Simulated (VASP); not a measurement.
# Ag (Im-3m) in VASP: further runs

Runs on Ag. Level: PBE. Tasks: single point.

Program: VASP 6.6.1. These are calculated values, not measurements. Logs are shortened: lines on timing, memory, paths and dates and some standing lists are left out, and cuts for length are marked.

## (1) Starting point

The structure is cubic, space group Im-3m (No. 229). The conventional cell has a = 3.246 Å, b = 3.246 Å, c = 3.246 Å, α = 90.00°, β = 90.00°, γ = 90.00°. Around Ag (site symmetry m-3m) lie 8 Ag at 2.81 Å.

The cell was built by a generator and needn't be a form met in nature.

## (2) Single point, PBE

File INCAR:

```
SYSTEM = Ag
PREC = Accurate
ENCUT = 520
EDIFF = 1E-7
ISMEAR = 0
SIGMA = 0.05
LREAL = .FALSE.
LASPH = .TRUE.
NELM = 100
ALGO = Fast
ISIF = 2
LWAVE = .FALSE.
LCHARG = .FALSE.
GGA = PE
NBANDS = 12
```

File KPOINTS:

```
regular mesh
0
G
  18 18 18
  0 0 0
```

File POSCAR:

```
Ag
1.0
   -1.6231181371      1.6231181371      1.6231181371
    1.6231181371     -1.6231181371      1.6231181371
    1.6231181371      1.6231181371     -1.6231181371
Ag
1
Direct
    0.0000000000      0.0000000000      0.0000000000
```

Potentials or basis: VASP PAW PBE potentials, release 64 (Ag).

The run is started by

```console
$ cat potpaw_PBE.64/Ag/POTCAR > POTCAR
$ mpirun -np 1 vasp_std > vasp.out
```

OUTCAR:

```text
SYSTEM = Ag
   PREC = Accurate
   ENCUT = 520
   EDIFF = 1E-7
   ISMEAR = 0
   LREAL = .FALSE.
   LASPH = .TRUE.
   NELM = 100
   ISIF = 2
   GGA = PE

 ion  position               nearest neighbor table
   1  0.000  0.000  0.000-

  LATTYP: Found a body centered cubic cell.
 ALAT       =     3.2462362742

  Lattice vectors:

 A1 = (  -1.6231181371,   1.6231181371,   1.6231181371)
 A2 = (   1.6231181371,  -1.6231181371,   1.6231181371)
 A3 = (   1.6231181371,   1.6231181371,  -1.6231181371)

Analysis of symmetry for initial positions (statically):
=====================================================================
 Subroutine PRICEL returns:
 Original cell was already a primitive cell.

 Routine SETGRP: Setting up the symmetry group for a
 body centered cubic supercell.

 Subroutine GETGRP returns: Found 48 space group operations
 (whereof 48 operations were pure point group operations)
 out of a pool of 48 trial point group operations.

The static configuration has the point symmetry O_h .

Analysis of symmetry for dynamics (positions and initial velocities):
=====================================================================
 Subroutine PRICEL returns:
 Original cell was already a primitive cell.

 Routine SETGRP: Setting up the symmetry group for a
 body centered cubic supercell.

 Subroutine GETGRP returns: Found 48 space group operations
 (whereof 48 operations were pure point group operations)
 out of a pool of 48 trial point group operations.

The dynamic configuration has the point symmetry O_h .

 Subroutine INISYM returns: Found 48 space group operations
 (whereof 48 operations are pure point group operations),
 and found     1 'primitive' translations

----------------------------------------------------------------------------------------

                                     Primitive cell

  volume of cell :      17.1045

  direct lattice vectors                    reciprocal lattice vectors
    -1.623118137  1.623118137  1.623118137     0.000000000  0.308049050  0.308049050
     1.623118137 -1.623118137  1.623118137     0.308049050  0.000000000  0.308049050
     1.623118137  1.623118137 -1.623118137     0.308049050  0.308049050  0.000000000

  length of vectors
     2.811323080  2.811323080  2.811323080     0.435647144  0.435647144  0.435647144

  position of ions in fractional coordinates (direct lattice)
     0.000000000  0.000000000  0.000000000

  ion indices of the primitive-cell ions
   primitive index   ion index
                 1           1

----------------------------------------------------------------------------------------

 KPOINTS: regular mesh

Automatic generation of k-mesh.
 Grid dimensions read from file:
 generate k-points for:   18   18   18

 Generating k-lattice:

  Cartesian coordinates                     Fractional coordinates (reciprocal lattice)
     0.000000000  0.017113836  0.017113836     0.055555556  0.000000000  0.000000000
     0.017113836  0.000000000  0.017113836     0.000000000  0.055555556  0.000000000
     0.017113836  0.017113836  0.000000000     0.000000000  0.000000000  0.055555556

  Length of vectors
     0.024202619  0.024202619  0.024202619

  Shift w.r.t. Gamma in fractional coordinates (k-lattice)
     0.000000000  0.000000000  0.000000000

 Subroutine IBZKPT returns following result:
 ===========================================

 Found    195 irreducible k-points:

 Following reciprocal coordinates:
            Coordinates               Weight
  0.000000  0.000000  0.000000      1.000000
  0.055556  0.000000  0.000000     12.000000
  0.111111  0.000000  0.000000     12.000000
  0.166667  0.000000  0.000000     12.000000
  0.222222  0.000000  0.000000     12.000000
  0.277778  0.000000  0.000000     12.000000
[... 16 lines left out ...]
  0.333333  0.111111 -0.000000     48.000000
  0.388889  0.111111 -0.000000     48.000000
 [... further k-points ...]
   k-points           NKPTS =    195   k-points in BZ     NKDIM =    195   number of bands    NBANDS=     12
   number of dos      NEDOS =    301   number of ions     NIONS =      1
   total plane-waves  NPLWV =  13824
   dimension x,y,z NGX =    24 NGY =   24 NGZ =   24
   dimension x,y,z NGXF=    48 NGYF=   48 NGZF=   48
   ions per type =               1
   NGX,Y,Z   is equivalent  to a cutoff of  14.19, 14.19, 14.19 a.u.
   NGXF,Y,Z  is equivalent  to a cutoff of  28.38, 28.38, 28.38 a.u.
 SYSTEM =  Ag
   PREC   = accura    normal or accurate (medium, high low for compatibility)
   ISTART =      0    job   : 0-new  1-cont  2-samecut
   ICHARG =      2    charge: 1-file 2-atom 10-const
   ISPIN  =      1    spin polarized calculation?
   LNONCOLLINEAR =      F non collinear calculations
   LSORBIT =      F    spin-orbit coupling
   LASPH  =      T    aspherical Exc in radial PAW
   ENCUT  =  520.0 eV  38.22 Ry    6.18 a.u.   5.23  5.23  5.23*2*pi/ulx,y,z
   NELM   =    100;   NELMIN=  2; NELMDL= -5     # of ELM steps
   EDIFF  = 0.1E-06   stopping-criterion for ELM
   LREAL  =      F    real-space projection
   EDIFFG = 0.1E-05   stopping-criterion for IOM
   NSW    =      0    number of steps for IOM
   IBRION =     -1    ionic relax: 0-MD 1-quasi-New 2-CG
   NFREE  =      0    steps in history (QN), initial steepest desc. (CG)
   ISIF   =      2    stress and relaxation
   ISYM   =      2    0-nonsym 1-usesym 2-fastsym
   POTIM  = 0.5000    time-step for ionic-motion
   TEBEG  =    0.0;   TEEND  =   0.0 temperature during run
   PSTRESS=    0.0 pullay stress
   NELECT =      11.0000    total number of electrons
   NUPDOWN=      -1.0000    fix difference up-down
   EMIN   =  10.00;   EMAX   =-10.00  energy-range for DOS
   EFERMI =   0.00;   METHOD = LEGACY
   ISMEAR =     0;   SIGMA  =   0.05  broadening in eV -4-tet -1-fermi 0-gaus
   EFERMI_NEDOS =   21; number of points for ismear=-14 and -15
   IALGO  =     68    algorithm
   IMIX   =      4    mixing-type and parameters
     AMIX     =   0.40;   BMIX     =  1.00
     AMIX_MAG =   1.60;   BMIX_MAG =  1.00
  volume/ion in A,a.u.               =      17.10       115.43
  Fermi-wavevector in a.u.,A,eV,Ry     =   1.413087  2.670347 27.168319  1.996815
  Thomas-Fermi vector in A             =   2.534769
   LORBIT       =      0    0 simple, 1 ext, 2 COOP (PROOUT), +10 PAW based schemes
   GGA     = PE    functional components
   LHFCALC =     F    Hartree Fock is set to
   AEXX    =    0.0000 exact exchange contribution
   IVDW    =     0    specifies the selected vdW correction
   LEPSILON=     F    determine dielectric tensor
   LRPA    =     F    only Hartree local field effects (RPA)
 non-spin polarized calculation
 RMM-DIIS sequential band-by-band and
 Gauss-broadening in eV      SIGMA  =   0.05
  energy-cutoff  :      520.00
  volume of cell :       17.10
 maximum number of plane-waves:       473
 NGX is ok and might be reduce to    24
   NGX = 11   NGY = 11   NGZ = 11

 number of electron      11.0000000 magnetization

 Free energy of the ion-electron system (eV)
  ---------------------------------------------------
  ext. energy  EPLUGINS =         0.00000000
  ---------------------------------------------------
  free energy    TOTEN  =        -2.66731785 eV

  energy without entropy =       -2.66629753  energy(sigma->0) =       -2.66680769

 E-fermi :   8.3957     XC(G=0): -12.1901

 val. band max:        8.3916601977   @ k =   0.2778   0.1667   0.0556
 cond. band min:       8.3970846111   @ k =   0.4444   0.0556  -0.0000
 fundamental gap:      0.0054244134
 Fermi energy:         8.3957480742

 k-point     1 :       0.0000    0.0000    0.0000
  band No.  band energies     occupation
      1       0.6499      2.00000
      2       3.4790      2.00000
      3       3.4790      2.00000
      4       3.4790      2.00000
      5       4.8062      2.00000
      6       4.8062      2.00000
      7      26.3627      0.00000
      8      26.3627      0.00000
      9      26.3627      0.00000
     10      32.6492      0.00000
     11      32.6712      0.00000
     12      32.7139      0.00000

 k-point     2 :       0.0556    0.0000    0.0000
  band No.  band energies     occupation
      1       0.7521      2.00000
      2       3.4536      2.00000
      3       3.4829      2.00000
      4       3.5375      2.00000
      5       4.7781      2.00000
      6       4.8080      2.00000
      7      26.1171      0.00000
      8      26.3361      0.00000
      9      26.4353      0.00000
     10      31.1654      0.00000
     11      31.3728      0.00000
     12      31.9673      0.00000

 k-point     3 :       0.1111    0.0000    0.0000
  band No.  band energies     occupation
      1       1.0475      2.00000
      2       3.3815      2.00000
      3       3.4966      2.00000
      4       3.7088      2.00000
      5       4.7090      2.00000
      6       4.8138      2.00000
      7      25.2410      0.00000
      8      26.1250      0.00000
      9      26.6411      0.00000
     10      30.0432      0.00000
     11      30.1851      0.00000
     12      30.5596      0.00000
[... 286 lines left out ...]
 k-point    23 :       0.3333    0.1111   -0.0000
  band No.  band energies     occupation
      1       2.2844      2.00000
      2       2.8465      2.00000
      3       4.5116      2.00000
      4       4.7110      2.00000
      5       5.1496      2.00000
      6       7.3399      2.00000
      7      15.2264      0.00000
      8      20.8068      0.00000
      9      23.0066      0.00000
     10      28.4497      0.00000
     11      31.4710      0.00000
     12      32.3146      0.00000

 k-point    24 :       0.3889    0.1111   -0.0000
  band No.  band energies     occupation
      1       2.2035      2.00000
      2       2.7875      2.00000
      3       4.6343      2.00000
      4       4.7462      2.00000
      5       5.3657      2.00000
      6       8.5238      0.00029
      7      13.4674      0.00000
      8      20.4269      0.00000
      9      22.5498      0.00000
     10      28.6336      0.00000
     11      31.5220      0.00000
     12      32.3918      0.00000

 [... further k-points ...]
[... 5 lines left out ...]
  --------------------------------------------------------------------------------------
  -------------------------------------------------------------------------------------
  Total        0.5482331      0.5482331      0.5482331      0.0000000     -0.0000000      0.0000000
  in kB       51.3529528     51.3529528     51.3529528      0.0000000     -0.0000000      0.0000000
  external PRESSURE =      51.3529528 kB  Pullay stress =       0.0000000 kB

 VOLUME and BASIS-vectors are now :
 -----------------------------------------------------------------------------
  energy-cutoff  :      520.00
  volume of cell :       17.10
      direct lattice vectors                 reciprocal lattice vectors
    -1.623118137  1.623118137  1.623118137     0.000000000  0.308049050  0.308049050
     1.623118137 -1.623118137  1.623118137     0.308049050  0.000000000  0.308049050
     1.623118137  1.623118137 -1.623118137     0.308049050  0.308049050  0.000000000

 POSITION                                       TOTAL-FORCE (eV/Angst)
 -----------------------------------------------------------------------------------
      0.00000      0.00000      0.00000         0.000000      0.000000     -0.000000
 -----------------------------------------------------------------------------------
    total drift:                                0.000000      0.000000      0.000000

  FREE ENERGIE OF THE ION-ELECTRON SYSTEM (eV)
  ---------------------------------------------------
  free  energy   TOTEN  =        -2.6673178518 eV

  energy  without entropy=       -2.6662975321  energy(sigma->0) =       -2.66680769
```

Run time: 12 s. Hardware: 1 thread of Intel Xeon 6975P-C (Granite Rapids), shared host; peak memory 0.16 GiB.

Results:

- Free energy: -2.6673 eV
- Pressure: 5.1 GPa
- Band gap on the k mesh: none (metal or under the smearing width)

## (3) Single point, PBE

This run uses another cell than the first one, of 18.04 Å³/atom, 1.054 times its volume.

File INCAR:

```
ALGO     = Normal         # electronic algorithm
EDIFF    = 1E-6           # SCF threshold, eV
ENCUT    = 520            # plane-wave cutoff, eV
GGA      = PE             # functional
ISIF     = 2              # what is computed and relaxed
ISMEAR   = 0              # smearing method
LASPH    = True           # aspherical terms in the spheres
LCHARG   = True           # write CHGCAR
LELF     = True           # ELF
LREAL    = False          # projectors in reciprocal space
LVHAR    = True         
LWAVE    = False          # write WAVECAR
NBANDS   = 12             # bands
NELM     = 80             # most SCF steps
PREC     = Accurate       # precision mode
SIGMA    = 0.05           # smearing width, eV
```

File KPOINTS:

```
k-points
0
Gamma
  18 18 18
```

File POSCAR:

```
Ag
1.0
   -1.6520506992      1.6520506992      1.6520506992
    1.6520506992     -1.6520506992      1.6520506992
    1.6520506992      1.6520506992     -1.6520506992
Ag
1
Direct
    0.0000000000      0.0000000000      0.0000000000
```

Potentials or basis: VASP PAW PBE potentials, release 64 (Ag).

The run is started by

```console
$ cat potpaw_PBE.64/Ag/POTCAR > POTCAR
$ mpirun -np 1 vasp_std > vasp.out
```

OUTCAR:

```text
EDIFF = 1E-6
   ENCUT = 520
   GGA = PE
   ISIF = 2
   ISMEAR = 0
   LASPH = True
   LREAL = False
   NELM = 80
   PREC = Accurate

 ion  position               nearest neighbor table
   1  0.000  0.000  0.000-

  LATTYP: Found a body centered cubic cell.
 ALAT       =     3.3041013984

  Lattice vectors:

 A1 = (  -1.6520506992,   1.6520506992,   1.6520506992)
 A2 = (   1.6520506992,  -1.6520506992,   1.6520506992)
 A3 = (   1.6520506992,   1.6520506992,  -1.6520506992)

Analysis of symmetry for initial positions (statically):
=====================================================================
 Subroutine PRICEL returns:
 Original cell was already a primitive cell.

 Routine SETGRP: Setting up the symmetry group for a
 body centered cubic supercell.

 Subroutine GETGRP returns: Found 48 space group operations
 (whereof 48 operations were pure point group operations)
 out of a pool of 48 trial point group operations.

The static configuration has the point symmetry O_h .

Analysis of symmetry for dynamics (positions and initial velocities):
=====================================================================
 Subroutine PRICEL returns:
 Original cell was already a primitive cell.

 Routine SETGRP: Setting up the symmetry group for a
 body centered cubic supercell.

 Subroutine GETGRP returns: Found 48 space group operations
 (whereof 48 operations were pure point group operations)
 out of a pool of 48 trial point group operations.

The dynamic configuration has the point symmetry O_h .

 Subroutine INISYM returns: Found 48 space group operations
 (whereof 48 operations are pure point group operations),
 and found     1 'primitive' translations

----------------------------------------------------------------------------------------

                                     Primitive cell

  volume of cell :      18.0356

[... 112 lines left out ...]
   LHFCALC =     F    Hartree Fock is set to
   AEXX    =    0.0000 exact exchange contribution
   IVDW    =     0    specifies the selected vdW correction
   LEPSILON=     F    determine dielectric tensor
   LRPA    =     F    only Hartree local field effects (RPA)
 non-spin polarized calculation
 Gauss-broadening in eV      SIGMA  =   0.05
  energy-cutoff  :      520.00
  volume of cell :       18.04
 maximum number of plane-waves:       498
 NGX is ok and might be reduce to    24
   NGX = 11   NGY = 11   NGZ = 11

 number of electron      11.0000003 magnetization

 Free energy of the ion-electron system (eV)
  ---------------------------------------------------
  ext. energy  EPLUGINS =         0.00000000
  ---------------------------------------------------
  free energy    TOTEN  =        -2.68151273 eV

  energy without entropy =       -2.68091393  energy(sigma->0) =       -2.68121333

 E-fermi :   7.6905     XC(G=0): -11.8755

 val. band max:        7.6656583318   @ k =   0.3889   0.0556   0.0556
 cond. band min:       7.6943783123   @ k =  -0.3889   0.4444   0.1111
 fundamental gap:      0.0287199805
 Fermi energy:         7.6904528983

 k-point     1 :       0.0000    0.0000    0.0000
  band No.  band energies     occupation
      1       0.3182      2.00000
      2       2.9636      2.00000
      3       2.9636      2.00000
      4       2.9636      2.00000
      5       4.1793      2.00000
      6       4.1793      2.00000
      7      25.4525      0.00000
      8      25.4525      0.00000
      9      25.4525      0.00000
     10      30.9163      0.00000
     11      30.9163      0.00000
     12      30.9163      0.00000
[... 331 lines left out ...]
 k-point    24 :       0.3889    0.1111    0.0000
  band No.  band energies     occupation
      1       1.8050      2.00000
      2       2.3356      2.00000
      3       4.0296      2.00000
      4       4.1247      2.00000
      5       4.6974      2.00000
      6       7.8413      0.00002
      7      12.4678      0.00000
      8      19.3721      0.00000
      9      21.4546      0.00000
     10      27.3113      0.00000
     11      30.0439      0.00000
     12      31.1716      0.00000

 [... further k-points ...]

------------------------ aborting loop because EDIFF is reached ----------------------------------------

  FORCE on cell =-STRESS in cart. coord.  units (eV):
  Direction    XX          YY          ZZ          XY          YZ          ZX
  --------------------------------------------------------------------------------------
  -------------------------------------------------------------------------------------
  Total       -0.0130824     -0.0130824     -0.0130824      0.0000000      0.0000000      0.0000000
  in kB       -1.1621625     -1.1621625     -1.1621625      0.0000000      0.0000000      0.0000000
  external PRESSURE =      -1.1621625 kB  Pullay stress =       0.0000000 kB

 VOLUME and BASIS-vectors are now :
 -----------------------------------------------------------------------------
  energy-cutoff  :      520.00
  volume of cell :       18.04
      direct lattice vectors                 reciprocal lattice vectors
    -1.652050699  1.652050699  1.652050699     0.000000000  0.302654150  0.302654150
     1.652050699 -1.652050699  1.652050699     0.302654150  0.000000000  0.302654150
     1.652050699  1.652050699 -1.652050699     0.302654150  0.302654150  0.000000000

 POSITION                                       TOTAL-FORCE (eV/Angst)
 -----------------------------------------------------------------------------------
      0.00000      0.00000      0.00000         0.000000      0.000000      0.000000
 -----------------------------------------------------------------------------------
    total drift:                                0.000000      0.000000      0.000000

  FREE ENERGIE OF THE ION-ELECTRON SYSTEM (eV)
  ---------------------------------------------------
  free  energy   TOTEN  =        -2.6815127350 eV

  energy  without entropy=       -2.6809139318  energy(sigma->0) =       -2.68121333
```

stdout:

```text
POSCAR found type information on POSCAR Ag
 POSCAR found :  1 types and       1 ions
 scaLAPACK will be used
 LDA part: xc-table for (Slater+PW92), standard interpolation
 POSCAR, INCAR and KPOINTS ok, starting setup
 FFT: planning ... GRIDC
 FFT: planning ... GRID_SOFT
 FFT: planning ... GRID
 WAVECAR not read
 entering main loop
```

Run time: 11 s. Hardware: 1 thread of Intel Xeon 6975P-C (Granite Rapids), shared host; peak memory 0.16 GiB.

Results:

```yaml
Free_energy: -2.6815 eV
Pressure: -0.1 GPa
Band_gap_on_the_k_mesh: none (metal or under the smearing width)
```

Levels at points of the mesh, in eV from the Fermi level:
| k point | band 3 | band 4 | band 5 | band 6 | band 7 | band 8 |
| --- | --- | --- | --- | --- | --- | --- |
| (0.00, 0.00, 0.00) | -4.73 | -4.73 | -3.51 | -3.51 | 17.76 | 17.76 |
| (0.50, 0.00, 0.00) | -3.56 | -3.40 | -2.59 | 0.05 | 3.83 | 13.13 |
| (0.50, 0.50, 0.50) | -2.82 | -2.82 | -2.82 | 6.74 | 6.74 | 6.74 |
